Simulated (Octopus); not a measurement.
# CsSnBr3 (Pm-3m) in Octopus: single point with PBE+D3

Aim: the single point of CsSnBr3 with PBE+D3.

All numbers are computed with Octopus 16.4; they aren't measurements. Logs are shortened: lines on timing, memory, paths and dates and some standing lists are left out, and cuts for length are marked.

**The experiment to reproduce.**

From “Influence of hidden halogen mobility on local structure of CsSn(Cl1−xBrx)3 mixed-halide perovskites by solid-state NMR”, 2020, pmc:8179406, for a powder of CsSnBr3 at 300 K: band gap 1.79 eV (optical).

The results are compared with them further down.

**1. The structure**

The structure is cubic, space group Pm-3m (No. 221). The conventional cell has a = 5.839 Å, b = 5.839 Å, c = 5.839 Å, α = 90.00°, β = 90.00°, γ = 90.00°. Around Cs (site symmetry m-3m) lie 12 Br at 4.13 Å. Sn (site symmetry m-3m) has 6 Br at 2.92 Å as nearest neighbours. Br (site symmetry 4/mmm) has 2 Sn at 2.92 Å as nearest neighbours.

The cell is a database's computed one.

**2. Single point, PBE+D3**

Input file run.py:

```python
from ase.calculators.octopus import Octopus, OctopusProfile
from ase.io import read

atoms = read('CsSnBr3.cif')
calc = Octopus(profile=OctopusProfile(command='octopus'), directory='.',
               CalculationMode='gs',
               ExperimentalFeatures='yes',
               PseudopotentialSet='pseudodojo_pbe_fr',
               Spacing=[['0.14597514*angstrom', '0.14597514*angstrom', '0.14597514*angstrom']],
               DerivativesOrder=8,
               KPointsGrid=[[4, 4, 4]],
               KPointsUseSymmetries='yes',
               XCFunctional='gga_x_pbe + gga_c_pbe',
               VDWCorrection='vdw_d3_zero_damping',
               VDWD3Functional='"pbe"',
               SmearingFunction='methfessel_paxton',
               Smearing='0.05*eV',
               ExtraStates=9,
               Eigensolver='chebyshev_filter',
               ConvRelDens='1e-6',
               MaximumIter=120,
               Mixing=0.2,
               )
atoms.calc = calc
energy = atoms.get_potential_energy()
print('energy (eV):', energy)
print('forces (eV/A):')
print(atoms.get_forces())
```

Input file CsSnBr3.cif:

```cif
data_CsSnBr3
_cell_length_a 5.83900561
_cell_length_b 5.83900561
_cell_length_c 5.83900561
_cell_angle_alpha 90.00000000
_cell_angle_beta 90.00000000
_cell_angle_gamma 90.00000000
_space_group_name_H-M_alt 'P1'
_space_group_name_Hall 'P 1'
_space_group_IT_number 1
loop_
_space_group_symop_operation_xyz
'x,y,z'
loop_
_atom_site_label
_atom_site_type_symbol
_atom_site_symmetry_multiplicity
_atom_site_Wyckoff_symbol
_atom_site_fract_x
_atom_site_fract_y
_atom_site_fract_z
_atom_site_occupancy
Cs1 Cs 1 a 0.0000000000 0.0000000000 0.0000000000 1
Sn1 Sn 1 a 0.5000000000 0.5000000000 0.5000000000 1
Br1 Br 1 a 0.0000000000 0.5000000000 0.5000000000 1
Br2 Br 1 a 0.5000000000 0.5000000000 0.0000000000 1
Br3 Br 1 a 0.5000000000 0.0000000000 0.5000000000 1
```

Potentials or basis: pseudodojo_pbe_fr (PseudoDojo 0.4, PBE, fully relativistic).

The run is started by

```console
OMP_NUM_THREADS=1 python run.py
```

octopus.out:

```text
Running octopus

Version                : 16.4
Optional libraries     :

************************** Calculation Mode **************************
Input: [CalculationMode = gs]
**********************************************************************

Input: [SpinComponents = unpolarized]

******************************* Space ********************************
Octopus will run in 3 dimension(s).
Octopus will treat the system as periodic in 3 dimension(s).
**********************************************************************

Input: [AllElectronType = no]
Input: [PseudopotentialSet = pseudodojo_pbe_fr]
Reading Coordinates from ReducedCoordinates block

****************************** Species *******************************
  Species 'Cs'
    type             : pseudopotential
    file             : 'Cs.upf'
    file format      : UPF2
    valence charge   : 9.0
    atomic number    :  55
    form on file     : kleinman-bylander
    lmax             : 3
    llocal           : -1
    projectors per l : 4
    total projectors :16
    application form : kleinman-bylander
    orbitals         :  8
    bound orbitals   :  8

  Species 'Sn'
    type             : pseudopotential
    file             : 'Sn.upf'
    file format      : UPF2
    valence charge   : 14.0
    atomic number    :  50
    form on file     : kleinman-bylander
    lmax             : 2
    llocal           : -1
    projectors per l : 4
    total projectors :12
    application form : kleinman-bylander
    orbitals         : 17
    bound orbitals   : 17

  Species 'Br'
    type             : pseudopotential
    file             : 'Br.upf'
    file format      : UPF2
    valence charge   : 7.0
    atomic number    :  35
    form on file     : kleinman-bylander
    lmax             : 2
    llocal           : -1
    projectors per l : 4
    total projectors :12
    application form : kleinman-bylander
    orbitals         :  7
    bound orbitals   :  7

**********************************************************************

***************************** Symmetries *****************************
Space group No.  221
International: Pm-3m
Schoenflies: Oh^1
Info: The system has    48 symmorphic symmetries that can be used.
  Index                Rotation matrix                      Fractional translations
    1 :     1   0   0     0   1   0     0   0   1      0.000000    0.000000    0.000000
    2 :    -1   0   0     0  -1   0     0   0  -1      0.000000    0.000000    0.000000
    3 :     0   1   0    -1   0   0     0   0   1      0.000000    0.000000    0.000000
    4 :     0  -1   0     1   0   0     0   0  -1      0.000000    0.000000    0.000000
    5 :    -1   0   0     0  -1   0     0   0   1      0.000000    0.000000    0.000000
    6 :     1   0   0     0   1   0     0   0  -1      0.000000    0.000000    0.000000
[... 40 lines left out ...]
   47 :     1   0   0     0   0   1     0  -1   0      0.000000    0.000000    0.000000
   48 :    -1   0   0     0   0  -1     0   1   0      0.000000    0.000000    0.000000
Info: The system also has     0 nonsymmorphic symmetries (not used for electrons).
**********************************************************************

Input: [CurvMethod = curv_affine]
Input: [DerivativesStencil = stencil_star]

****************************** Lattice *******************************
  Lattice Vectors [b]
   11.034121    0.000000    0.000000
    0.000000   11.034121    0.000000
    0.000000    0.000000   11.034121
  Cell volume =          1343.4245 [b^3]
  Reciprocal-Lattice Vectors [b^-1]
    0.569432    0.000000    0.000000
    0.000000    0.569432    0.000000
    0.000000    0.000000    0.569432
  Cell angles [degree]
    alpha =   90.000
    beta  =   90.000
    gamma =   90.000
**********************************************************************

Checking if the generated full k-point grid is symmetric

    10 k-points generated from parameters :
 ---------------------------------------------------
    n =    4    4    4

    s1  =  0.00  0.00  0.00

[... 94 lines left out ...]
      Block       4 contains       4 states:      13 -      16
      Block       5 contains       4 states:      17 -      20
      Block       6 contains       4 states:      21 -      24
      Block       7 contains       4 states:      25 -      28
      Block       8 contains       3 states:      29 -      31
Info: Ground-state allocation done.
Info: Could not find 'restart/gs' directory for restart.
Info: No restart information will be read.

**************************** Eigensolver *****************************
Input: [Eigensolver = chebyshev_filter]
Input: [SubspaceDiagonalization = standard]
**********************************************************************

Input: [MixField = potential] (what to mix during SCF cycles)
Input: [MixingScheme = broyden]
Info: Mixing uses    4 steps and restarts after   20 steps.
Input: [LCAOStart = lcao_states]
Input: [LCAOScaleFactor = 1.000]
Input: [LCAOMaximumOrbitalRadius = 20.00 b]
Info: Unnormalized total charge =     44.498184
Info: Renormalized total charge =     44.000000
Info: Setting up Hamiltonian.
Info: Performing initial LCAO calculation with     46 orbitals.
Info: Getting Hamiltonian matrix elements.

Eigenvalues [H]
 #st  Spin   Eigenvalue      Occupation
#k =       1, k = (  0.000000,  0.000000,  0.000000)
   1   --    -0.766897       2.000000
   2   --    -0.766897       2.000000
   3   --    -0.764979       2.000000
   4   --    -0.764979       2.000000
   5   --    -0.764979       2.000000
   6   --    -0.710130       2.000000
[... 23 lines left out ...]
  30   --     1.508106      -0.000000
  31   --     1.508106      -0.000000
#k =       2, k = (  0.250000,  0.000000,  0.000000)
   1   --    -0.752301       2.000000
   2   --    -0.750289       2.000000
   3   --    -0.735848       2.000000
   4   --    -0.735848       2.000000
   5   --    -0.734005       2.000000
   6   --    -0.709700       2.000000
[... 23 lines left out ...]
  30   --     1.509480      -0.000000
  31   --     1.511645      -0.000000
[... 8 further k-points ...]
Fermi energy =     0.167808 H
Info: Ground-state restart information will be written to 'restart/gs'.
Info: SCF using complex wavefunctions.
Info: Starting SCF iteration.

*********************** SCF CYCLE ITER #    1 ************************
 etot  = -1.51299869E+02 abs_ev   =  2.53E+00 rel_ev   =  1.67E-01
 ediff =        1.51E+02 abs_dens =  4.34E+00 rel_dens =  9.86E-02
Matrix vector products: 250
Converged eigenvectors: 0

#  State  KPoint  Eigenvalue [H]  Occupation    Error
      1       1       -0.767014    2.000000   ( 1.2E-06)
      2       1       -0.767014    2.000000   ( 1.2E-06)
      1       2       -0.767014    2.000000   ( 2.5E-06)
      1       5       -0.767014    2.000000   ( 4.5E-06)
      1       3       -0.766962    2.000000   ( 4.1E-06)
      1       6       -0.766948    2.000000   ( 7.3E-06)
      1       8       -0.766911    2.000000   ( 9.6E-06)
      2       2       -0.766910    2.000000   ( 3.5E-06)
[... 23 lines left out ...]
     31       3        0.369780   -0.000000   ( 2.4E-01)
     27       1        0.389332   -0.000000   ( 4.7E-02)
     28       1        0.389332   -0.000000   ( 4.7E-02)
     29       1        0.389385   -0.000000   ( 4.3E-02)
     31       5        0.399605   -0.000000   ( 3.0E-01)
     31       2        0.403137   -0.000000   ( 2.7E-01)
     30       1        0.506388   -0.000000   ( 3.5E-01)
     31       1        0.506388   -0.000000   ( 3.5E-01)

Density of states:

%---------------------------------------------------------------------
%---------------------------------------------------------------------
%---------------------------------------------------------------------
%----------------------------%----------------------------------------
%----------------------------%----------------------------------------
%----------------------------%--------%%------------------------------
%-------------%--------------%--------%%------------------------------
%-------------%--------------%-------%%%------------------------------
%--%---------%%--------------%------%%%%----------%%--%--%%-----------
%--%---------%%--------------%%----%%%%%%------%--%%%%%%%%%-%%--------
                                             ^

Fermi energy =     0.071674 H

**********************************************************************

*********************** SCF CYCLE ITER #    2 ************************
 etot  = -1.50782905E+02 abs_ev   =  3.38E-01 rel_ev   =  2.28E-02
 ediff =        5.17E-01 abs_dens =  4.66E-01 rel_dens =  1.06E-02
Matrix vector products: 250
Converged eigenvectors: 0
[... 175 lines left out ...]
*********************** SCF CYCLE ITER #   17 ************************
 etot  = -1.49623725E+02 abs_ev   =  1.68E-06 rel_ev   =  1.19E-07
 ediff =        3.73E-06 abs_dens =  2.30E-05 rel_dens =  5.23E-07
Matrix vector products: 250
Converged eigenvectors: 0

#  State  KPoint  Eigenvalue [H]  Occupation    Error
      1       1       -0.728378    2.000000   ( 5.9E-07)
      1       2       -0.728356    2.000000   ( 4.6E-07)
      1       3       -0.728338    2.000000   ( 4.2E-07)
      1       5       -0.728334    2.000000   ( 4.2E-07)
      1       4       -0.728320    2.000000   ( 3.4E-07)
      1       6       -0.728320    2.000000   ( 3.5E-07)
      1       8       -0.728305    2.000000   ( 3.3E-07)
      1       7       -0.728302    2.000000   ( 3.4E-07)
[... 23 lines left out ...]
     30       2        0.341998   -0.000000   ( 1.9E-02)
     31      10        0.355249   -0.000000   ( 3.7E-02)
     31       2        0.364228   -0.000000   ( 2.8E-02)
     27       1        0.421767   -0.000000   ( 3.6E-04)
     28       1        0.421767   -0.000000   ( 3.6E-04)
     29       1        0.421767   -0.000000   ( 3.9E-04)
     30       1        0.512683   -0.000000   ( 3.4E-02)
     31       1        0.512683   -0.000000   ( 3.4E-02)

Density of states:

%---------------------------------------------------------------------
%---------------------------------------------------------------------
%---------------------------------------------------------------------
%---------------------------------------------------------------------
%---------------------------------------------------------------------
%--------------------------%-----------%------------------------------
%-------------%------------%-----------%%-----------------------------
%-------------%------------%-----------%%-------------%-%-------------
%-------------%------------%---------%%%%----------%--%-%-------------
%-------------%%-----------%-%-----%%%%%%-%----%%--%-%%%%%%-----------
                                              ^

Fermi energy =     0.105130 H

**********************************************************************

Info: SCF converged in   17 iterations

Info: Number of matrix-vector products:       4250
Info: Finished writing information to 'restart/gs'.

Octopus emitted 19 warnings.

Octopus used 2 experimental features:

  Since you used one or more experimental features, results are likely
  wrong and should not  be considered as valid scientific data.  Check

  or contact the octopus developers for details.

** Warning:
**   VDWCorrection is under development.
**   It might not work or produce wrong results.

** Warning:
**   VDWD3Functional is under development.
**   It might not work or produce wrong results.

** Warning:
**   Unable to read wavefunctions.
**   Starting from scratch!

** Warning:
**   Symmetrization discrepancy ratio (scalar) =  8.87601E-03

** Warning:
**   Symmetrization discrepancy ratio (scalar) =  9.17985E-03

** Warning:
**   Some of the states are not fully converged!
```

Run time: 8.5 min. Hardware: 1 thread of Intel Xeon Platinum 8259CL at 2.50GHz (Skylake/Cascade Lake), shared host; peak memory 0.91 GiB.

What came out:

| Quantity | Value |
| --- | --- |
| Free energy | -4071.4683 eV |
| Band gap on the k mesh | 0.50 eV, direct |

Caveat: spin-orbit coupling is left out, which moves the levels of the heavy elements.

**3. Against experiment**

Step 2. Measured gap of CsSnBr3: 1.79 eV (optical; 300 K; powder; “Influence of hidden halogen mobility on local structure of CsSn(Cl1−xBrx)3 mixed-halide perovskites by solid-state NMR”, 2020, pmc:8179406). This calculation gives 0.50 eV (-1.29 eV). So large a miss can be the level of theory's own, or it may mean another phase, state or a wrong row. Spin-orbit coupling on Br, Cs, Sn is left out. The value is that of PBE+D3 on a finite k mesh, which can miss the band edges, without temperature or zero-point motion. Semilocal functionals fall short of measured gaps as a rule. The cell is a database's relaxed one, not the measured one, which moves gaps too.
